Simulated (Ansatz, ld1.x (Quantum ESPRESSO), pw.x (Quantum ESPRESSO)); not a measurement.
**boron (B) (sc): variants of one RRKJ potential in the solid**

B (Z = 5), norm-conserving RRKJ (Kleinman–Bylander form), made with ld1.x (Quantum ESPRESSO) 7.5 (PBE, scalar-relativistic). Core [He], reference 2s2 2p1. Waves: 2p (bound): rc 1.95 bohr; 3d channel at 0.05 Ry: rc 1.95 bohr; 2s (bound): rc 1.25 bohr. Local part: the s channel. Core correction: none. rho0 = 0.001.

Crystal test: sc B in pw.x 7.5, no spin, 17³ k-points, Fermi–Dirac smearing 0.01 Ry, cutoffs set for each file from its atomic test. The reference is all-electron LAPW (Ansatz 0.2.0) with the same functional, mesh and smearing; V0 and B0 come from Birch–Murnaghan fits to the pressures at five volumes. Errors are pseudo minus all-electron; Δ is the rms difference of the E(V) curves that follow from these fits, minima aligned, over ±6 % about the mean V0. Mesh and smearing are coarse, so the numbers serve the comparison and aren't converged zero-temperature values; the lattice is a test structure that the element need not adopt.

All-electron: a0 = 1.886 Å (V0 = 6.71 Å³/atom), B0 = 233.9 GPa.

Base: The largest radius (1.95 bohr) exceeds half the bond length (1.78 bohr), so the spheres overlap, which is one possible source of error among others.

| change | cutoffs (Ry) | pw.x | a0 (Å) | a0 error (%) | B0 error (%) | Δ (meV/atom) | mean pressure error (GPa) |
| --- | --- | --- | --- | --- | --- | --- | --- |
| base | 70/280 | converged | 1.879 | -0.36 | -1.0 | 3.7 | -2.47 |
| type TM; local potential all-electron potential smoothed inside 1.25 bohr (lloc = -2); rho0 0 | 70/280 | converged | 1.879 | -0.36 | -0.6 | 3.7 | -2.49 |
| wave 2p (bound): rc 1.95 bohr becomes 2p (bound): rc 1.88 bohr | 70/280 | converged | 1.880 | -0.33 | -0.9 | 3.4 | -2.26 |
| all radii scaled by about 1.04 (s 1.30, p 2.02, d 2.02 bohr) | 70/280 | converged | 1.877 | -0.45 | -1.1 | 4.6 | -3.05 |
| local potential all-electron potential smoothed inside 1.80 bohr (lloc = -1) | 85/340 | converged | 1.880 | -0.34 | -1.1 | 3.4 | -2.30 |

Give the row for: wave 3d channel at 0.05 Ry: rc 1.95 bohr becomes 3d channel at 0.05 Ry: rc 1.66 bohr.

pw.x: converged; mean pressure error (GPa): -2.41; a0 (Å): 1.879; a0 error (%): -0.35; B0 error (%): -0.9; Δ (meV/atom): 3.6.
